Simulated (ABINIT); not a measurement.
## BP (F-43m): a worked LO-TO splitting

Wanted: the LO mode of BP (F-43m) from the TO mode and the field response.

Main program and level: ABINIT 10.8.3; DFT LDA, scalar-relativistic, plane waves, PseudoDojo norm-conserving pseudopotentials.

**1. The relaxed structure**

The structure is cubic, space group F-43m (No. 216). The conventional cell has a = 4.487 Å, b = 4.487 Å, c = 4.487 Å, α = 90.00°, β = 90.00°, γ = 90.00°. Nearest to B lie 4 P at 1.94 Å. P has 4 B at 1.94 Å nearest. Farther neighbours are not listed.

Structure file:

```xyz
2
Lattice="-2.2436 0.0000 2.2436 0.0000 2.2436 2.2436 -2.2436 2.2436 0.0000" Properties=species:S:1:pos:R:3 pbc="T T T"
B     0.0000    0.0000    0.0000
P    -1.1218    1.1218    1.1218
```

This is the cell after its relaxation at this level of theory, not the database cell from which that began.

**2. What the response run gave**

A linear-response run on the relaxed cell, with the response to an electric field; only its zone-centre results are used. Cutoff 34 Ha, k mesh 8×8×8 with shifts.

Numbers of over 12 decimals in the logs are rounded to 6 here.

The program printed:

```text
[banners, grids, parts of the stress and lines that vanish by symmetry left out]
- input  file    -> dfpt_gamma.abi
- output file    -> dfpt_gamma.abo
- root for input  files -> dfpt_gammai
[...]
DATASET    1 : space group F-4 3 m (#216); Bravais cF (face-center cubic)
[...]
nfft =       32768          nkpt =        1024
[...]
DATASET    2 : space group F-4 3 m (#216); Bravais cF (face-center cubic)
[...]
nfft =       32768          nkpt =        1024
[...]
DATASET    3 : space group F-4 3 m (#216); Bravais cF (face-center cubic)
[...]
mpw =        1458          nfft =       32768          nkpt =        1024
[...]
== DATASET  1 ==================================================================
[...]
cutoff_energies: {ecut:  34.0, pawecutdg:  -1.0, }
[...]
- 15.00000   5.00000  180309                  znucl, zion, pspdat
[...]
Perturbation : derivative vs k along direction   1
[...]
-ETOT  1  -12.674474586705     -1.267E+01 5.241E-01 0.000E+00
 ETOT  2  -12.710875838812     -3.640E-02 3.955E-03 0.000E+00
 ETOT  3  -12.711108502376     -2.327E-04 8.497E-05 0.000E+00
 ETOT  4  -12.711110908233     -2.406E-06 1.336E-06 0.000E+00
 ETOT  5  -12.711110940365     -3.213E-08 3.080E-08 0.000E+00
[...]
At SCF step   13   max residual=  9.98E-21 < tolwfr=  1.00E-20 =>converged.
[...]
Perturbation : derivative vs k along direction   2
[...]
-ETOT  1  -12.674474586540     -1.267E+01 5.241E-01 0.000E+00
[...]
At SCF step   13   max residual=  9.98E-21 < tolwfr=  1.00E-20 =>converged.
[...]
Perturbation : derivative vs k along direction   3
[...]
-ETOT  1  -12.674474586376     -1.267E+01 5.241E-01 0.000E+00
[...]
At SCF step   13   max residual=  9.98E-21 < tolwfr=  1.00E-20 =>converged.
[...]
1        1       2.3913525258   -0.0000000000
     1        2      -1.1956762629   -0.0000000000
     1        3      -1.1956762629    0.0000000000
     2        1      -1.1956762629   -0.0000000000
     2        2       2.3913525258   -0.0000000000
     2        3       1.1956762629   -0.0000000000
     3        1      -1.1956762629    0.0000000000
     3        2       1.1956762629   -0.0000000000
     3        3       2.3913525258   -0.0000000000
[...]
== DATASET  2 ==================================================================
[...]
cutoff_energies: {ecut:  34.0, pawecutdg:  -1.0, }
[...]
Perturbation : displacement of atom   1   along direction   1
[...]
3    4   3    4         9.1358824957        -0.0000000000
  Effective charges, in cartesian coordinates,
[...]
1    1   1    4        -0.6426394257         0.0000000000
   2    1   1    4         0.0000000000         0.0000000000
   3    1   1    4        -0.0000000000         0.0000000000
   1    2   1    4         0.6427914648         0.0000000000
   2    2   1    4         0.0000000000         0.0000000000
[...]
Effective charges, in cartesian coordinates,
[...]
2    4   1    2         0.0000000000         0.0000000000
   3    4   1    2         0.0000000000         0.0000000000
   1    4   2    2        -0.0000000000         0.0000000000
   2    4   2    2         0.6427914747         0.0000000000
   3    4   2    2         0.0000000000         0.0000000000
   1    4   3    2         0.0000000000         0.0000000000
   2    4   3    2         0.0000000000         0.0000000000
   3    4   3    2         0.6427914747         0.0000000000
  Phonon wavevector (reduced coordinates) :  0.00000  0.00000  0.00000
 Phonon energies in Hartree :
[...]
Phonon frequencies in cm-1    :
-  2.589330E-01  2.589332E-01  2.589337E-01  8.211154E+02  8.211154E+02
-  8.211154E+02
  Phonon at Gamma, with non-analyticity in the
[...]
Phonon energies in Hartree :
[...]
Phonon frequencies in cm-1    :
-  2.589330E-01  2.589332E-01  2.591840E-01  8.211154E+02  8.211154E+02
-  8.285652E+02
  Phonon at Gamma, with non-analyticity in the
[...]
Phonon energies in Hartree :
[...]
Phonon frequencies in cm-1    :
-  2.589330E-01  2.589337E-01  2.591835E-01  8.211154E+02  8.211154E+02
-  8.285652E+02
  Phonon at Gamma, with non-analyticity in the
[...]
Phonon energies in Hartree :
[...]
Phonon frequencies in cm-1    :
-  2.589332E-01  2.589337E-01  2.591833E-01  8.211154E+02  8.211154E+02
-  8.285652E+02
[...]
== DATASET  3 ==================================================================
[...]
cutoff_energies: {ecut:  34.0, pawecutdg:  -1.0, }
[...]
j1 : displacement of atom   1 along direction   1
[...]
j1 : displacement of atom   2 along direction   1
[...]
j2 : displacement of atom   1 along direction   1
[...]
j2 : displacement of atom   2 along direction   1
[...]
j2 : displacement of atom   1 along direction   1
[...]
j2 : displacement of atom   2 along direction   1
[...]
1          1       -0.000000004        0.000000002        0.000000002
[...]
1          2       -0.000000000       -0.000000000        0.231414849
[...]
1          3       -0.000000000        0.231414846       -0.000000002
[...]
2          1        0.000000003       -0.000000002       -0.000000002
[...]
2          2       -0.000000000        0.000000000       -0.231371254
[...]
2          3       -0.000000000       -0.231371252        0.000000002
[...]
strten2     0.0000000000E+00  0.0000000000E+00  0.0000000000E+00
           strten3     0.0000000000E+00  0.0000000000E+00  0.0000000000E+00
================================================================================
```

```tsv
quantity	value
cell volume Ω (Å³)	22.588
mass of B (u)	10.810
mass of P (u)	30.974
Born charge of B, raw (e)	-0.643
Born charge of P, raw (e)	0.643
ε∞	9.136
ω(TO) after the sum rule (cm⁻¹)	821.1
```

**3. The calculation**

The charges must sum to zero over the cell; taking off their mean, 0.000 e, leaves Z* = -0.643 e on B. In the polar mode B moves against P, so the reduced mass is μ = 10.81 × 30.97 / 41.78 = 8.013 u.

A longitudinal wave builds up a field that adds to the restoring force: ω(LO)² = ω(TO)² + 4π Z*² / (μ Ω ε∞), in Hartree atomic units. With μ = 14607 electron masses and Ω = 152.43 bohr³ the second term is 2.5517e-07 Ha², or 12291 cm⁻² (1 Ha = 219474.6 cm⁻¹).

So ω(LO) = √(674238 + 12291) = 828.6 cm⁻¹, and by the Lyddane-Sachs-Teller relation ε₀ = ε∞ (ω(LO)/ω(TO))² = 9.30.

**4. Check against the program**

The analysis program adds the same non-analytic term to the full matrix.

The program printed:

```text
[banners, grids, parts of the stress and lines that vanish by symmetry left out]
-outvars_anaddb: echo values of input variables ----------------------

 Flags :
[...]
Dielectric Tensor and Effective Charges
[...]
Effective charge tensors after
[...]
1          1       -0.000000004        0.000000002        0.000000002
[...]
1          2       -0.000000000       -0.000000000        0.231393051
[...]
1          3       -0.000000000        0.231393049       -0.000000002
[...]
2          1        0.000000004       -0.000000002       -0.000000002
[...]
2          2       -0.000000000        0.000000000       -0.231393051
[...]
2          3       -0.000000000       -0.231393049        0.000000002
[...]
Phonon wavevector (reduced coordinates) :  0.00000  0.00000  0.00000
 Phonon energies in Hartree :
[...]
Phonon energies in meV     :
-  0.000000E+00  0.000000E+00  0.000000E+00  1.018053E+02  1.018053E+02
-  1.018053E+02
 Phonon frequencies in cm-1    :
-  0.000000E+00  0.000000E+00  0.000000E+00  8.211153E+02  8.211153E+02
-  8.211153E+02
 Phonon frequencies in Thz     :
-  0.000000E+00  0.000000E+00  0.000000E+00  2.461642E+01  2.461642E+01
-  2.461642E+01
 Phonon energies in Kelvin  :
-  0.000000E+00  0.000000E+00  0.000000E+00  1.181402E+03  1.181402E+03
-  1.181402E+03
[...]
-  1  0.00000000E+00  3.52092628E-07 -3.62335586E-03
-     0.00000000E+00  0.00000000E+00  0.00000000E+00
-  2  0.00000000E+00  3.52092618E-07 -3.62335576E-03
-     0.00000000E+00  0.00000000E+00  0.00000000E+00
[...]
-  1  3.33317228E-07 -3.62335585E-03 -3.52092629E-07
-     0.00000000E+00  0.00000000E+00  0.00000000E+00
-  2  3.33317219E-07 -3.62335574E-03 -3.52092619E-07
-     0.00000000E+00  0.00000000E+00  0.00000000E+00
[...]
-  1  3.62335586E-03  3.33317229E-07  0.00000000E+00
-     0.00000000E+00  0.00000000E+00  0.00000000E+00
-  2  3.62335576E-03  3.33317220E-07  0.00000000E+00
-     0.00000000E+00  0.00000000E+00  0.00000000E+00
[...]
-  1  4.23335280E-07 -4.62116128E-07  6.13302905E-03
-     0.00000000E+00  0.00000000E+00  0.00000000E+00
-  2 -1.47759831E-07  1.61295796E-07 -2.14065631E-03
-     0.00000000E+00  0.00000000E+00  0.00000000E+00
[...]
-  1  3.75445861E-07  6.13302906E-03  4.62090212E-07
-     0.00000000E+00  0.00000000E+00  0.00000000E+00
-  2 -1.31044634E-07 -2.14065631E-03 -1.61286751E-07
-     0.00000000E+00  0.00000000E+00  0.00000000E+00
[...]
-  1  6.13302906E-03 -3.75413963E-07 -4.23363567E-07
-     0.00000000E+00  0.00000000E+00  0.00000000E+00
-  2 -2.14065631E-03  1.31033501E-07  1.47769704E-07
[...]
-  1.027291E+02
 Phonon frequencies in cm-1    :
-  0.000000E+00  0.000000E+00  0.000000E+00  8.211153E+02  8.211153E+02
-  8.285659E+02
 Phonon frequencies in Thz     :
-  0.000000E+00  0.000000E+00  0.000000E+00  2.461642E+01  2.461642E+01
-  2.483978E+01
 Phonon energies in Kelvin  :
-  0.000000E+00  0.000000E+00  0.000000E+00  1.181402E+03  1.181402E+03
-  1.192122E+03
[...]
-  1  0.00000000E+00  3.51625871E-07 -3.62335586E-03
[...]
-  2  0.00000000E+00  3.51625862E-07 -3.62335576E-03
[...]
Phonon at Gamma, with non-analyticity in the
[...]
Phonon energies in Hartree :
[...]
Phonon energies in meV     :
-  0.000000E+00  0.000000E+00  0.000000E+00  1.018053E+02  1.018053E+02
-  1.027291E+02
 Phonon frequencies in cm-1    :
-  0.000000E+00  0.000000E+00  0.000000E+00  8.211153E+02  8.211153E+02
-  8.285659E+02
 Phonon frequencies in Thz     :
-  0.000000E+00  0.000000E+00  0.000000E+00  2.461642E+01  2.461642E+01
-  2.483978E+01
 Phonon energies in Kelvin  :
-  0.000000E+00  0.000000E+00  0.000000E+00  1.181402E+03  1.181402E+03
-  1.192122E+03
[...]
Phonon at Gamma, with non-analyticity in the
[...]
Phonon energies in Hartree :
[...]
Phonon energies in meV     :
-  0.000000E+00  0.000000E+00  0.000000E+00  1.018053E+02  1.018053E+02
-  1.027291E+02
 Phonon frequencies in cm-1    :
-  0.000000E+00  0.000000E+00  0.000000E+00  8.211153E+02  8.211153E+02
-  8.285659E+02
 Phonon frequencies in Thz     :
-  0.000000E+00  0.000000E+00  0.000000E+00  2.461642E+01  2.461642E+01
-  2.483978E+01
 Phonon energies in Kelvin  :
-  0.000000E+00  0.000000E+00  0.000000E+00  1.181402E+03  1.181402E+03
-  1.192122E+03
[...]
-  1  5.12739857E-07 -3.62335583E-03  2.53951441E-07
[...]
-  2  5.12739233E-07 -3.62335573E-03  2.53950825E-07
[...]
-  1  3.62335584E-03  5.12739043E-07  0.00000000E+00
[...]
-  2  3.62335574E-03  5.12739638E-07  0.00000000E+00
[...]
-  1  1.15156094E-03  3.64469977E-03 -4.79626071E-03
[...]
-  2 -4.01937797E-04 -1.27213641E-03  1.67407420E-03
[...]
-  1  4.87339080E-03 -3.43397643E-03 -1.43941437E-03
[...]
-  2 -1.70099549E-03  1.19858609E-03  5.02409402E-04
[...]
-         0.000000000       0.000000000       0.000000000
-         0.000000000       0.000000000      -0.000000000
[...]
-        -0.000000000      -0.018484682       0.014046592
-        -0.018484682       0.000000000       0.004438090
-         0.014046592       0.004438090      -0.000000000
[...]
-        -0.000000000      -0.005547471      -0.013234468
-        -0.005547471      -0.000000000       0.018781939
-        -0.013234468       0.018781939      -0.000000000
[...]
Direction                     Dielectric constant
[...]
0.00000   0.00000   1.00000      9.30242915
   1.00000   1.00000   1.00000      9.30242915
-
```

```tsv
quantity	by hand	program
ω(LO) (cm⁻¹)	828.6	828.6
ε₀	9.30	9.30
```

**5. Results**

* TO mode: 821.1 cm⁻¹
* LO mode: 828.6 cm⁻¹
* static dielectric constant: 9.302

What this shows: The LO mode of BP (F-43m) lies at 829 cm⁻¹, 7 cm⁻¹ above the TO mode; the formula meets the program within 0.1 cm⁻¹, as it must for a cubic crystal with one polar mode. ω(LO)² − ω(TO)² goes with Z*²/ε∞: an error of 5 % in ε∞ would move the LO mode by 0.4 cm⁻¹, and semilocal functionals tend to overestimate ε∞. These are harmonic values at zero temperature, at the volume of this functional, for the structure held cubic; stability elsewhere in the zone is no part of this calculation.

[Host names and launcher messages were left out of these logs when they were recorded.]

[Logs are printed without paths, hosts, clocks, repeated set-up lines and the standing remarks that a program may print on its own settings, such as how far it seeks lower states.]

[Hosts, paths, dates, database ids (printed as entryN), source tags and the programs' standing remarks are cut or masked in the printed files.]
